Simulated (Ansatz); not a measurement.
The system is CuI (Marshite).

```
CELL_PARAMETERS angstrom
0.00000 3.03150 3.03150
3.03150 0.00000 3.03150
3.03150 3.03150 0.00000
ATOMIC_POSITIONS crystal
I 0.00000 0.00000 0.00000
Cu 0.75000 0.75000 0.75000
```

Base run:

```yaml
Program: Ansatz 0.2.0
Functional: BLYP
Potentials_or_basis: Ansatz PAW
Cutoff: "420 eV (not typed: the program's choice for these potentials)"
k_mesh: 8 × 8 × 8
Occupations: fermi-dirac, width 0.05 eV
Spin: no spin polarisation
```

Its results: band gap on the k mesh 1.16 eV, direct; pressure 3.5 GPa.

Problem. After a change of settings the same cell gave: band gap on the k mesh 1.61 eV, direct; pressure -0.8 GPa. Which change was it?
A. functional from BLYP to B3LYP; k mesh from 8 × 8 × 8 to 4 × 4 × 4
B. functional from BLYP to r2SCAN; cutoff from 420 eV (not typed: the program's choice for these potentials) to 500 eV (not typed: the program's choice for these potentials)
C. functional from BLYP to PBE; occupations from fermi-dirac, width 0.05 eV to gaussian, width 0.029 eV

Solution. B.

r2SCAN gives the wider gap, since meta-GGAs in the generalised Kohn-Sham scheme recover part of the derivative discontinuity.

Caveats: spin-orbit coupling is left out, which moves the levels of the heavy elements; the PAW data sets come from PBE, with cores solved anew for the run's functional, which leaves a small shift of forces and pressure.
